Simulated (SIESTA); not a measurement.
This SIESTA 5.4.2 run on CdS (Greenockite) needs a look.

Contents of run.py:

```python
from ase.spacegroup import crystal
from ase.calculators.siesta import Siesta
from ase.units import Ry, GPa

atoms = crystal(
    ['Cd', 'S'],
    basis=[(0.6666666667, 0.3333333333, 0.5), (0.6666666667, 0.3333333333, 0.875)],
    spacegroup=186,  # P6_3mc
    cellpar=[4.15, 4.15, 6.737, 90.0, 90.0, 120.0],
)

fdf = {
    'SCFMustConverge': False,
    'OccupationFunction': 'FD',
    'ElectronicTemperature': '3 eV',
    'MaxSCFIterations': '80',
    'SCF.Mixer.Method': 'Pulay',
    'SCF.Mixer.Weight': '0.25',
    'SCF.Mixer.History': '8',
    'SCF.DM.Tolerance': '5.0e-05',
    'SCF.H.Tolerance': '1.0e-03 eV',
    'WriteForces': 'true',
    'Charge.Mulliken': 'end',
    'PAO.Basis': ['Cd.1 5', 'n=4 0 2', '  2.625 0.000', 'n=5 0 2', '  7.565 0.000', 'n=4 1 2', '  2.973 0.000', 'n=5 1 1', '  7.565', 'n=4 2 2', '  4.575 0.000'],
}
calc = Siesta(
    label="CdS",
    command="siesta < PREFIX.fdf > PREFIX.out",
    pseudo_path="pseudos",
    pseudo_qualifier="",
    xc=('GGA', 'PBE'),
    basis_set="DZP",
    mesh_cutoff=800 * Ry,
    energy_shift=0.003 * Ry,
    kpts=[7, 7, 4],
    spin="non-polarized",
    fdf_arguments=fdf,
)
atoms.calc = calc

print(f"energy = {atoms.get_potential_energy():.6f} eV")
free = atoms.get_potential_energy(force_consistent=True)
print(f"free energy = {free:.6f} eV")
print("forces (eV/A):")
print(atoms.get_forces(apply_constraint=False).round(6))
print("stress (GPa, Voigt order, tension positive):", (atoms.get_stress() / GPa).round(4))
```

Potentials or basis: PseudoDojo 0.4 standard (PBE files), DZP (energy shift 0.003 Ry; two zetas on semicore shells).

Launch:

```sh
$ python run.py
```

Output:

```text
Job completed
energy = -10111.888217 eV
free energy = -10166.884942 eV
forces (eV/A):
[[ 3.0000e-06 -2.0000e-06 -6.0402e-02]
 [-3.0000e-06  2.0000e-06 -6.0402e-02]
 [ 3.0000e-06 -2.0000e-06  6.0625e-02]
 [-3.0000e-06  2.0000e-06  6.0625e-02]]
stress (GPa, Voigt order, tension positive): [-2.52589e+01 -2.52582e+01 -2.60217e+01 -0.00000e+00  0.00000e+00
  6.00000e-04]
```

**Question.** Diagnose the run.

**Answer.** The run converged. The input holds a flaw that was put in on purpose: electronic temperature far too high (ElectronicTemperature = 3 eV). The program doesn't stop on it, so the numbers can't be trusted though the run ends normally.
